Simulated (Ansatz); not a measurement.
# PbF2: the cost of one run

Computed with Ansatz 0.2.0 (reference: DFT, PBEsol, plane waves, PAW, unless a step's input says otherwise).

4 further runs of the same task are left out: 4 that didn't finish.

### 1 The structure to begin with

The structure is cubic, space group Fm-3m (No. 225). Conventional cell: a = 5.921 Å, b = 5.921 Å, c = 5.921 Å, α = 90.00°, β = 90.00°, γ = 90.00°. Around Pb (site symmetry m-3m) lie 8 F at 2.56 Å. Around F (site symmetry -43m) lie 4 Pb at 2.56 Å.

Coordinates:

```
Pb F
1.0
     0.00000    2.96044    2.96044
     2.96044    0.00000    2.96044
     2.96044    2.96044    0.00000
Pb F
1 2
Direct
  0.00000 0.00000 0.00000
  0.25000 0.25000 0.25000
  0.75000 0.75000 0.75000
```

### 2 Reference

Contents of input.yaml:

```yaml
crystal:
  lattice:
    - [0.0, 2.9604390429, 2.9604390429]
    - [2.9604390429, 0.0, 2.9604390429]
    - [2.9604390429, 2.9604390429, 0.0]
  atoms:
    - { symbol: Pb, position: [0.0, 0.0, 0.0] }
    - { symbol: F, position: [0.25, 0.25, 0.25] }
    - { symbol: F, position: [0.75, 0.75, 0.75] }
kpoints:
  mp_grid: { grid: [6, 6, 6] }
hamiltonian:
  xc: pbesol
scf:
  occupations: { method: fixed }
  n_extra_bands: 4
output:
  forces: true
  stress: true
  eigenvalues: true
```

Started as:

```bash
ansatz run input.yaml --threads 4 --pin off --max-ram 3686MiB --backend cpu --events-out ev --progress --plain --runs-dir out
```

**Question.** How long does this run take on 4 threads of an x86-64 CPU, shared host, and how much memory does it need?

About 1.2 s, with a peak of 0.34 GiB.
